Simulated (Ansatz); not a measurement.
# CuO (P6_3/mmc) in Ansatz: settings compared

Aim: see how the results for CuO move with the level of theory and the settings. Levels: PBE, PBEsol, LDA. Tasks: relaxation of cell and atoms.

Program: Ansatz 0.2.0. These are calculated values, not measurements. Logs are shortened: lines on timing, memory, paths and dates and some standing lists are left out, and cuts for length are marked.

## (1) Starting point

The structure is hexagonal, space group P6_3/mmc (No. 194). Conventional cell: a = 3.180 Å, b = 3.180 Å, c = 4.431 Å, α = 90.00°, β = 90.00°, γ = 120.00°. Cu (site symmetry -3m) is surrounded by 6 O at 2.14 Å and 2 Cu at 2.22 Å. O (site symmetry -6m2) has 6 Cu at 2.14 Å as nearest neighbours.

Measurements of this composition are mostly on another form, of space group No. 15.

## (2) Relaxation of cell and atoms, PBE

Input file input.yaml:

```yaml
crystal:
  lattice:
    - [3.1795331, 0.0, 0.0]
    - [-1.58976655, 2.75355644, 0.0]
    - [0.0, 0.0, 4.43149073]
  atoms:
    - { symbol: Cu, position: [0.0, 0.0, 0.0] }
    - { symbol: Cu, position: [0.0, 0.0, 0.5] }
    - { symbol: O, position: [0.3333333333, 0.6666666667, 0.25] }
    - { symbol: O, position: [0.6666666667, 0.3333333333, 0.75] }
kpoints:
  mp_grid: { grid: [8, 8, 5] }
scf:
  occupations: { method: fermi_dirac, width: 0.05 }
hamiltonian:
  xc: pbe
  pseudopotentials: { kind: all_electron, lapw: { basis_error: 0.002 } }
output:
  forces: true
  stress: true
relax:
  f_tol: 0.005
  max_steps: 60
  cell: {}
```

Potentials or basis: all-electron LAPW, scalar-relativistic.

Started as:

```sh
$ ansatz run input.yaml --threads 2 --pin off --max-ram 6144MiB --backend cpu --events-out ev --progress --plain --runs-dir out
```

Log:

```text
Warning: RAYON_NUM_THREADS=2 ignored (pool sized by the plan → 2); use --threads N
The last accepted step is kept in <dir> (removed where the run ends without a failure and the disk answers)
LAPW: plane waves up to 10.357 Å⁻¹, error target 2.0e-3 eV per atom; small_component_spin mean_spin; O in spheres of 1.005 Å, 8 of its electrons in bands, Dirac shells []; Cu in spheres of 1.075 Å, 19 of its electrons in bands, Dirac shells [] (how accurate: hamiltonian.pseudopotentials.lapw.basis_error, Limitations)
Engine: ansatz 0.2.0, aarch64-unknown-linux-gnu
Pseudopotentials: kind: all_electron
Pseudopotential: Cu, LAPW, valence charge 19, lapw/all_electron/scalar/gaussian/Cu, Koelling and Harmon's equation, gaussian nucleus
Pseudopotential: O, LAPW, valence charge 8, lapw/all_electron/scalar/gaussian/O, Koelling and Harmon's equation, gaussian nucleus
Functional definition: PBE
  parameter kappa = 0.804
  parameter beta = 0.06672455060314922
  exchange = pbe_x(kappa = kappa, mu = beta*pi^2/3)
  correlation = pbe_c(beta = beta)
Crystal: 4 atoms, lattice volume = 38.798 Å³
Basis set: ecut = 408.6668199641905 eV, 723 PW (Γ), exchange–correlation at level 2
Bands: 33, of which v1, the nominal top of the filled ones, is band 27 counted from 1 (26 counted from 0)
Symmetry: 24 space group operations
Space group: P63/mmc (ITA 194), of the structure as read, at distance tolerance 3.4e-5 Å
k-points: 30 of 320
Non-local potential: Cu, projectors of the file, none
Non-local potential: O, projectors of the file, none
Initial density: superposition of atomic densities (chi_scale 0.1, normalization cell, long waves kept (reshape's long-wave potential 0.00 eV rms))
Initial wavefunctions: plane waves of lowest kinetic energy (no species holds an atomic orbital)
Functional: x = pbe(κ = 0.804, μ = 0.2195149727645171), c = pbe(β = 0.06672455060314922)
iter 1 solved again at ethr=1.98e-2 eV; its pass at ethr=1.00e-1 eV (dr2=1.07e1 eV) is discarded
SCF iter   1: F=—  HF=-94166.686282 eV  |F-HF|=—  |Δ(HF+E_count)|=         —  Δρ=1.49e-1  dr2=1.07e1  ethr=1.98e-2  ⟨swp⟩=2.0  Hψ=6321  notcnv=0
preconditioner: auto → LDOS  [metal: Δε(μ)=0.012 eV  Ē_g=11.856 eV  σ=0.050 eV  W_gap=0.06  n_scr=22 (ndim 8)  ℏωp=34.8 eV  f_vac=0.012  D(μ)=8.79/eV (n_scr^D=182)  β→1.0]
SCF iter   2: F=—  HF=-94163.353823 eV  |F-HF|=—  |Δ(HF+E_count)|=    3.33e0  Δρ=9.88e-2  dr2=4.82e0  ethr=1.98e-2  ⟨swp⟩=2.0  Hψ=2971  notcnv=0
SCF iter   3: F=—  HF=-94161.714568 eV  |F-HF|=—  |Δ(HF+E_count)|=    1.64e0  Δρ=4.94e-2  dr2=1.22e0  ethr=8.92e-3  ⟨swp⟩=2.0  Hψ=2971  notcnv=0
iter 4 solved again at ethr=5.01e-5 eV; its pass at ethr=2.26e-3 eV (dr2=2.70e-2 eV) is discarded
SCF iter   4: F=—  HF=-94161.028369 eV  |F-HF|=—  |Δ(HF+E_count)|=   6.86e-1  Δρ=9.78e-3  dr2=2.70e-2  ethr=5.01e-5  ⟨swp⟩=2.0  Hψ=5101  notcnv=0
SCF iter   5: F=—  HF=-94161.055806 eV  |F-HF|=—  |Δ(HF+E_count)|=         —  Δρ=2.35e-3  dr2=1.38e-3  ethr=5.01e-5  ⟨swp⟩=2.2  Hψ=3037  notcnv=0
the basis was enlarged: its passes take 55.9 KiB over the memory plan, 2 of 2 planned eigensolver slots
SCF iter   6: F=—  HF=-94161.052395 eV  |F-HF|=—  |Δ(HF+E_count)|=   3.41e-3  Δρ=1.20e-3  dr2=6.79e-4  ethr=2.56e-6  ⟨swp⟩=3.0  Hψ=3078  notcnv=0
SCF iter   7: F=—  HF=-94161.052160 eV  |F-HF|=—  |Δ(HF+E_count)|=   2.35e-4  Δρ=2.67e-4  dr2=2.54e-5  ethr=1.26e-6  ⟨swp⟩=2.0  Hψ=2878  notcnv=0
SCF iter   8: F=—  HF=-94161.052169 eV  |F-HF|=—  |Δ(HF+E_count)|=   8.48e-6  Δρ=4.13e-5  dr2=4.29e-7  ethr=4.70e-8  ⟨swp⟩=2.0  Hψ=2878  notcnv=0
SCF iter   9: F=—  HF=-94161.052169 eV  |F-HF|=—  |Δ(HF+E_count)|=   7.19e-7  Δρ=1.60e-5  dr2=1.31e-7  ethr=7.95e-10  ⟨swp⟩=3.0  Hψ=2996  notcnv=0
SCF iter  10: F=-94161.052169 eV  HF=-94161.052169 eV  |F-HF|=1.22e-8  |Δ(HF+E_count)|=   4.12e-8  Δρ=3.56e-6  dr2=6.16e-9  ethr=2.43e-10  ⟨swp⟩=2.0  Hψ=2878  notcnv=0
SCF 1 converged in 10 iterations: F = -94161.052169 eV  dr2 = 6.16e-9
relax step   1: F+E_penalty+E_count = -94161.05216920 eV  Δ(F+E_penalty+E_count) = +0.000e0 eV  max|allowed force component| = 4.163e-17 eV/Å  Δτ_max = 0.0000 Å  P = +6.194 GPa  Ω = 38.798 Å³  (10 SCF iters, accepted)
Crystal: 4 atoms, lattice volume = 38.624 Å³
Basis set: ecut = 409.89512604590703 eV, 723 PW (Γ), exchange–correlation at level 2
Initial density: handed on by an earlier stage of this run
Initial wavefunctions: those handed on with the density
iter 1 solved again at ethr=2.23e-5 eV; its pass at ethr=1.00e-1 eV (dr2=1.20e-2 eV) is discarded
SCF iter   1: F=—  HF=-94161.492550 eV  |F-HF|=—  |Δ(HF+E_count)|=         —  Δρ=5.45e-3  dr2=1.18e-2  ethr=2.23e-5  ⟨swp⟩=3.7  Hψ=6054  notcnv=0
preconditioner: auto → LDOS  [metal: Δε(μ)=0.026 eV  Ē_g=12.331 eV  σ=0.050 eV  W_gap=0.13  n_scr=22 (ndim 8)  ℏωp=34.8 eV  f_vac=0.040  D(μ)=4.15/eV (n_scr^D=54)  β→1.0]
SCF iter   2: F=—  HF=-94161.491157 eV  |F-HF|=—  |Δ(HF+E_count)|=   1.39e-3  Δρ=1.91e-3  dr2=1.27e-3  ethr=2.19e-5  ⟨swp⟩=2.0  Hψ=2881  notcnv=0
SCF iter   3: F=—  HF=-94161.489267 eV  |F-HF|=—  |Δ(HF+E_count)|=   1.89e-3  Δρ=2.07e-3  dr2=2.06e-3  ethr=2.35e-6  ⟨swp⟩=3.0  Hψ=3010  notcnv=0
SCF iter   4: F=—  HF=-94161.488648 eV  |F-HF|=—  |Δ(HF+E_count)|=   6.19e-4  Δρ=1.17e-3  dr2=6.63e-4  ethr=2.35e-6  ⟨swp⟩=2.0  Hψ=2878  notcnv=0
iter 5 solved again at ethr=4.48e-8 eV; its pass at ethr=1.23e-6 eV (dr2=2.42e-5 eV) is discarded
SCF iter   5: F=—  HF=-94161.488316 eV  |F-HF|=—  |Δ(HF+E_count)|=   3.32e-4  Δρ=2.37e-4  dr2=2.42e-5  ethr=4.48e-8  ⟨swp⟩=2.0  Hψ=4914  notcnv=0
SCF iter   6: F=—  HF=-94161.488300 eV  |F-HF|=—  |Δ(HF+E_count)|=   1.61e-5  Δρ=3.97e-5  dr2=4.43e-7  ethr=4.48e-8  ⟨swp⟩=2.0  Hψ=2877  notcnv=0
SCF iter   7: F=-94161.488301 eV  HF=-94161.488301 eV  |F-HF|=4.89e-9  |Δ(HF+E_count)|=   2.21e-7  Δρ=4.53e-6  dr2=4.19e-9  ethr=8.21e-10  ⟨swp⟩=3.0  Hψ=2945  notcnv=0
SCF 2 converged in 7 iterations: F = -94161.488301 eV  dr2 = 4.19e-9
relax step   2: F+E_penalty+E_count = -94161.48830065 eV  Δ(F+E_penalty+E_count) = -4.361e-1 eV  max|allowed force component| = 4.510e-17 eV/Å  Δτ_max = 0.0000 Å  P = +4.049 GPa  Ω = 38.624 Å³  (7 SCF iters, accepted)
Crystal: 4 atoms, lattice volume = 38.503 Å³
Basis set: ecut = 410.7482530535244 eV, 723 PW (Γ), exchange–correlation at level 2
iter 1 solved again at ethr=1.12e-5 eV; its pass at ethr=1.00e-1 eV (dr2=6.03e-3 eV) is discarded
SCF iter   1: F=—  HF=-94161.701952 eV  |F-HF|=—  |Δ(HF+E_count)|=         —  Δρ=4.14e-3  dr2=5.91e-3  ethr=1.12e-5  ⟨swp⟩=4.0  Hψ=6247  notcnv=0
preconditioner: auto → LDOS  [metal: Δε(μ)=0.020 eV  Ē_g=12.377 eV  σ=0.050 eV  W_gap=0.10  n_scr=22 (ndim 8)  ℏωp=34.9 eV  f_vac=0.034  D(μ)=4.04/eV (n_scr^D=54)  β→1.0]
[... 39 lines left out ...]
SCF iter   1: F=—  HF=-94161.762470 eV  |F-HF|=—  |Δ(HF+E_count)|=         —  Δρ=4.38e-5  dr2=3.91e-7  ethr=3.55e-9  ⟨swp⟩=4.9  Hψ=6170  notcnv=0
preconditioner: auto → LDOS  [metal: Δε(μ)=0.028 eV  Ē_g=12.295 eV  σ=0.050 eV  W_gap=0.14  n_scr=22 (ndim 8)  ℏωp=34.8 eV  f_vac=0.022  D(μ)=4.03/eV (n_scr^D=42)  β→1.0]
SCF iter   2: F=—  HF=-94161.762467 eV  |F-HF|=—  |Δ(HF+E_count)|=   3.42e-6  Δρ=2.57e-5  dr2=2.78e-7  ethr=7.25e-10  ⟨swp⟩=3.0  Hψ=3358  notcnv=0
iter 3 solved again at ethr=4.67e-11 eV; its pass at ethr=5.14e-10 eV (dr2=2.52e-8 eV) is discarded
SCF iter   3: F=—  HF=-94161.762466 eV  |F-HF|=—  |Δ(HF+E_count)|=   5.31e-7  Δρ=7.98e-6  dr2=2.52e-8  ethr=4.67e-11  ⟨swp⟩=2.0  Hψ=5144  notcnv=0
SCF iter   4: F=-94161.762466 eV  HF=-94161.762466 eV  |F-HF|=5.71e-8  |Δ(HF+E_count)|=   3.02e-8  Δρ=6.32e-6  dr2=1.87e-8  ethr=4.67e-11  ⟨swp⟩=2.0  Hψ=2877  notcnv=0
SCF 6 converged in 4 iterations: F = -94161.762466 eV  dr2 = 1.87e-8
relax step   6: F+E_penalty+E_count = -94161.76246620 eV  Δ(F+E_penalty+E_count) = -4.164e-5 eV  max|allowed force component| = 5.204e-17 eV/Å  Δτ_max = 0.0000 Å  P = -0.002 GPa  Ω = 38.779 Å³  (4 SCF iters, accepted)
Basis set: ecut = 408.7991730801235 eV, 713 PW (Γ), exchange–correlation at level 2
iter 1 solved again at ethr=1.66e-10 eV; its pass at ethr=1.00e-1 eV (dr2=8.95e-8 eV) is discarded
SCF iter   1: F=—  HF=-94161.763942 eV  |F-HF|=—  |Δ(HF+E_count)|=         —  Δρ=6.69e-5  dr2=8.94e-8  ethr=1.66e-10  ⟨swp⟩=5.4  Hψ=6963  notcnv=0
preconditioner: auto → LDOS  [metal: Δε(μ)=0.028 eV  Ē_g=12.296 eV  σ=0.050 eV  W_gap=0.14  n_scr=22 (ndim 8)  ℏωp=34.8 eV  f_vac=0.024  D(μ)=4.03/eV (n_scr^D=42)  β→1.0]
iter 2 solved again at ethr=1.44e-11 eV; its pass at ethr=1.66e-10 eV (dr2=7.80e-9 eV) is discarded
SCF iter   2: F=-94161.763959 eV  HF=-94161.763959 eV  |F-HF|=2.76e-10  |Δ(HF+E_count)|=   1.71e-5  Δρ=4.79e-6  dr2=7.79e-9  ethr=1.44e-11  ⟨swp⟩=2.0  Hψ=5571  notcnv=0
SCF 7 converged in 2 iterations: F = -94161.763959 eV  dr2 = 7.79e-9
relax step   7: F+E_penalty+E_count = -94161.76395916 eV  Δ(F+E_penalty+E_count) = -1.493e-3 eV  max|allowed force component| = 5.204e-17 eV/Å  Δτ_max = 0.0000 Å  P = -0.007 GPa  Ω = 38.779 Å³  stress off target by 7.01e-2 GPa  SCF on the basis re-selected at this cell (its energy is not comparable with the rows above)  (2 SCF iters)
basis re-selected at this cell: Δ(F+E_penalty+E_count) = -1.493e-3 eV, ΔP = -0.005 GPa vs the last step (what re-selecting the basis moved, after the strain that the cell walked since its last selection, with what the two solves' SCF thresholds leave and, on support functions, any second-order correction that the steps lacked; it is no measure of the basis error at this ecutwfc). The dense FFT grid was sized anew with the basis: this SCF ran on 20×20×36 points, the steps before it on 24×24×30, so part of this shift can come from that change (see relax.cell in the input reference). This SCF's stress stands 7.01e-2 GPa from its target on what of the cell is left free (relax.cell.stress_tol is 5.00e-2 GPa) and its largest allowed force component is 5.20e-17 eV/Å (relax.f_tol is 5.00e-3 eV/Å): not within both, so this SCF does not close the relaxation
Crystal: 4 atoms, lattice volume = 38.774 Å³
Basis set: ecut = 408.8324776094235 eV, 713 PW (Γ), exchange–correlation at level 2
iter 1 solved again at ethr=2.11e-9 eV; its pass at ethr=1.00e-1 eV (dr2=1.14e-6 eV) is discarded
SCF iter   1: F=—  HF=-94161.763969 eV  |F-HF|=—  |Δ(HF+E_count)|=         —  Δρ=3.16e-5  dr2=2.97e-7  ethr=2.11e-9  ⟨swp⟩=5.1  Hψ=6169  notcnv=0
preconditioner: auto → LDOS  [metal: Δε(μ)=0.028 eV  Ē_g=12.296 eV  σ=0.050 eV  W_gap=0.14  n_scr=22 (ndim 8)  ℏωp=34.8 eV  f_vac=0.024  D(μ)=4.02/eV (n_scr^D=42)  β→1.0]
iter 2 solved again at ethr=2.87e-11 eV; its pass at ethr=5.50e-10 eV (dr2=1.55e-8 eV) is discarded
SCF iter   2: F=—  HF=-94161.763966 eV  |F-HF|=—  |Δ(HF+E_count)|=   3.28e-6  Δρ=7.49e-6  dr2=1.55e-8  ethr=2.87e-11  ⟨swp⟩=2.0  Hψ=4915  notcnv=0
SCF iter   3: F=-94161.763966 eV  HF=-94161.763966 eV  |F-HF|=5.03e-8  |Δ(HF+E_count)|=   4.07e-8  Δρ=6.94e-6  dr2=2.30e-8  ethr=2.87e-11  ⟨swp⟩=3.0  Hψ=3259  notcnv=0
SCF 8 converged in 3 iterations: F = -94161.763966 eV  dr2 = 2.30e-8
relax step   8: F+E_penalty+E_count = -94161.76396590 eV  Δ(F+E_penalty+E_count) = -6.739e-6 eV  max|allowed force component| = 3.701e-17 eV/Å  Δτ_max = 0.0000 Å  P = -0.001 GPa  Ω = 38.774 Å³  (3 SCF iters, accepted)
iter 1 solved again at ethr=4.35e-11 eV; its pass at ethr=1.00e-1 eV (dr2=2.35e-8 eV) is discarded
SCF iter   1: F=—  HF=-94161.763973 eV  |F-HF|=—  |Δ(HF+E_count)|=         —  Δρ=7.01e-6  dr2=2.36e-8  ethr=4.35e-11  ⟨swp⟩=3.1  Hψ=4833  notcnv=0
iter 2 solved again at ethr=3.91e-12 eV; its pass at ethr=4.35e-11 eV (dr2=2.11e-9 eV) is discarded
SCF iter   2: F=-94161.763970 eV  HF=-94161.763970 eV  |F-HF|=7.14e-8  |Δ(HF+E_count)|=   3.20e-6  Δρ=2.65e-6  dr2=2.11e-9  ethr=7.46e-12 (applied; sched 3.91e-12)  ⟨swp⟩=2.0  Hψ=5335  notcnv=0
SCF 9 converged in 2 iterations: F = -94161.763970 eV  dr2 = 2.11e-9
relax step   9: F+E_penalty+E_count = -94161.76397014 eV  Δ(F+E_penalty+E_count) = -4.238e-6 eV  max|allowed force component| = 3.701e-17 eV/Å  Δτ_max = 0.0000 Å  P = +0.000 GPa  Ω = 38.774 Å³  stress off target by 2.17e-3 GPa  SCF on the basis re-selected at this cell (its energy is not comparable with the rows above)  (2 SCF iters)
basis re-selected at this cell: Δ(F+E_penalty+E_count) = -4.238e-6 eV, ΔP = +0.001 GPa vs the last step (what re-selecting the basis moved, after the strain that the cell walked since its last selection, with what the two solves' SCF thresholds leave and, on support functions, any second-order correction that the steps lacked; it is no measure of the basis error at this ecutwfc). This SCF's stress stands 2.17e-3 GPa from its target on what of the cell is left free (relax.cell.stress_tol is 5.00e-2 GPa) and its largest allowed force component is 3.70e-17 eV/Å (relax.f_tol is 5.00e-3 eV/Å): within both
SCF converged after 2 iterations
Free energy (F): -94161.763970 eV
Harris-Foulkes:  -94161.763970 eV  (|F-HF|=7.14e-8)
Internal energy: -94161.731435 eV  (E = F + TS)
E sigma→0 (E₀):  -94161.747703 eV
Entropy (-TS):   -0.032535 eV (-8.134 meV/atom)
Fermi energy:    12.690944 eV
--- Per-component energies (eV) ---
  E_band       = -2788.524823
  E_kinetic    = 95702.373759
  E_xc         = -4143.876417
  E_electrostatic = -185720.228776  (all electrons and nuclei)
  E_smearing   = -0.032535  (= −TS)
  E_closure    = 0.000000  (closes the sum)
  E_atoms      = -94142.871920  (free atoms, spherical and without spin; not in F)
  Σ components = -94161.763970   (vs F -94161.763970, Δ=0.00e0)
  Basis errors (estimates in eV, not in F): energy 4.8e-4 per atom: plane waves 3.8e-4 (2.1e-4 summed), levels above the bands 1.4e-92, relativity 9.7e-8, radial functions 9.9e-5, core shells 6.0e-9; eigenvalues (radial functions only) 1.2e-6; not estimated: angular momenta, meshes, grids; target (lapw.basis_error) 2.0e-3; muffin-tin radii O 1.005 Å, Cu 1.074 Å
--- Forces (eV/Å), atoms counted from 1 ---
  atom   1  Cu     0.00000000    -0.00000000     0.00000000
  atom   2  Cu     0.00000000     0.00000000     0.00000000
  atom   3  O     -0.00000000    -0.00000000     0.00000000
  atom   4  O      0.00000000     0.00000000    -0.00000000
  max |Σ_I F_I| component: 1.39e-17 eV/Å
--- Stress (GPa, compression-positive) ---
       -0.000603      -0.000000      -0.000000
       -0.000000      -0.000603      -0.000000
       -0.000000      -0.000000       0.002165
  P = ⅓ Tr σ = 0.0003 GPa (0.003 kbar)
--- Relaxed structure (7 steps of the walk, 7 accepted, 2 SCFs on fresh bases) ---
  F+E_penalty+E_count = -94161.76397014 eV   max|allowed force component| = 3.701e-17 eV/Å   (the final SCF, on the basis selected at the relaxed cell)
  cell:  # Å, volume = 38.7742 Å³
    - [2.963453441523804, 7.717740263442554e-33, 1.658108259723986e-34]
    - [-1.481726720761902, 2.5664259632920365, 2.271322418748209e-34]
    - [2.3109969756245935e-34, 4.989652561007644e-34, 5.098193489760095]
  atoms:
    - { symbol: Cu, position: [-1.1053355369730643e-34, 2.726242888026426e-34, -6.631483751418609e-40] }
    - { symbol: Cu, position: [-9.793688597598524e-35, 2.7699574892040678e-34, 0.5] }
    - { symbol: O, position: [0.33333333333333337, 0.6666666666666667, 0.25] }
    - { symbol: O, position: [0.6666666666666667, 0.33333333333333337, 0.7500000000000001] }
```

Wall time 55 s (2 threads of Arm Neoverse V1, shared host); peak memory 0.41 GiB.

Results:

```
Free energy                            : -94161.7640 eV
Relaxed volume                         : 9.69 Å³/atom
Relaxed cell                           : a = 2.963 Å, b = 2.963 Å, c = 5.098 Å, α = 90.00°, β = 90.00°, γ = 120.00°
Space group after relaxing (to 0.05 Å) : P6_3/mmc (No. 194)
Energy gained by relaxing              : 178.0 meV/atom
Ionic steps                            : 9
Pressure after relaxing                : 0.0 GPa
```

Step by step:
```tsv
step	energy change (eV)	largest force (eV/Å)	volume (Å³)
1	0.0000	0.0000	38.80
2	-0.4361	0.0000	38.62
3	-0.6475	0.0000	38.50
4	-0.7095	0.0000	39.00
5	-0.7103	0.0000	38.73
6	-0.7103	0.0000	38.78
7	-0.7118	0.0000	38.78
8	-0.7118	0.0000	38.77
9	-0.7118	0.0000	38.77
```

Final structure:
```cif
data_structure
_symmetry_space_group_name_H-M 'P 1'
_symmetry_Int_Tables_number 1
_cell_length_a 2.9635
_cell_length_b 2.9635
_cell_length_c 5.0982
_cell_angle_alpha 90.000
_cell_angle_beta 90.000
_cell_angle_gamma 120.000
_cell_volume 38.77
loop_
_atom_site_label
_atom_site_type_symbol
_atom_site_fract_x
_atom_site_fract_y
_atom_site_fract_z
_atom_site_occupancy
Cu1 Cu 0.00000 0.00000 0.00000 1
Cu2 Cu 0.00000 0.00000 0.50000 1
O1 O 0.33333 0.66667 0.25000 1
O2 O 0.66667 0.33333 0.75000 1
```

Caveat: the k mesh is thin for a metal, which can move the energy by tens of meV per atom; the run has no spin polarisation, though such a crystal can be magnetic.

(Part 1 of 2 ends here.)
